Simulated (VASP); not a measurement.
Zn, 3 atoms in the cell. It takes space group R-3m (No. 166, trigonal). The conventional cell has a = 2.934 Å, b = 2.934 Å, c = 21.272 Å, α = 90.00°, β = 90.00°, γ = 120.00°. Around Zn (site symmetry -3m) lie 12 Zn at 2.91 to 2.93 Å. Around Zn (site symmetry 3m) lie 12 Zn at 2.91 to 2.93 Å. The cell was built by a generator and needn't be a form met in nature.

| Property | Result |
| --- | --- |
| Program | VASP 6.6.1 |
| Task | single point |
| Functional | PBE |
| Potentials or basis | VASP PAW PBE potentials, release 64 (Zn) |
| Cutoff | 520 eV |
| k mesh | 9 × 9 × 9 |
| Occupations | gaussian, width 0.1 eV |
| Spin | no spin polarisation |
| Dipole correction | no |
| Further INCAR settings | ALGO = Fast; EDIFF = 1e-06; NBANDS = 25 |

Potentials or basis: VASP PAW PBE potentials, release 64 (Zn).

Run with:

```sh
$ cat potpaw_PBE.64/Zn/POTCAR > POTCAR
$ mpirun -np 1 vasp_std > vasp.out
```

Hardware: 1 thread of Intel(R) Xeon(R) 6975P-C (Granite Rapids), on a shared host.

How long does it take, and how much memory?

It took 3.4 min on 1 thread of Intel(R) Xeon(R) 6975P-C (Granite Rapids), on a shared host, peak memory 0.42 GiB. Counts: scf iterations 12, k points 85.
